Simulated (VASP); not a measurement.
Input of a VASP 6.6.1 run:

The input INCAR:

```
PREC = Accurate
ENCUT = 600
EDIFF = 1E-7
ISMEAR = 1
SIGMA = 0.1
LREAL = False
LASPH = True
NELM = 80
ALGO = Fast
ISIF = 4
LWAVE = False
LCHARG = False
IBRION = 2
NSW = 40
EDIFFG = -0.01
```

The input KPOINTS:

```
regular mesh
0
Gamma
  9 9 12
```

Contents of POSCAR:

```
Zr                                      
1.0
    4.9525631208      0.0000000000     -0.0000000000
   -2.4762815604      4.2890454744      0.0000000000
    0.0000000000      0.0000000000      3.1090868235
  Zr            
     3
Direct
     0.6666666699999979    0.3333333300000021    0.5000000000000000
     0.3333333300000021    0.6666666699999979    0.5000000000000000
     0.0000000000000000    0.0000000000000000    1.0000000000000000
```

Potentials or basis: VASP PAW LDA potentials, release 64 (Zr_sv).

Run with:

```sh
$ cat potpaw_LDA.64/Zr_sv/POTCAR > POTCAR
$ mpirun -np 1 vasp_std > vasp.out
```

Q: What does it give for the band gap on the k mesh?

A: None (metal or under the smearing width).

Final structure:
```xyz
3
Lattice="4.9526 0.0000 0.0000 -2.4763 4.2890 0.0000 0.0000 0.0000 3.1091" Properties=species:S:1:pos:R:3 pbc="T T T"
Zr    2.4763    1.4297    1.5545
Zr    0.0000    2.8594    1.5545
Zr    0.0000    0.0000    0.0000
```

Caveat: the relaxation stopped at its first step, so nothing moved.
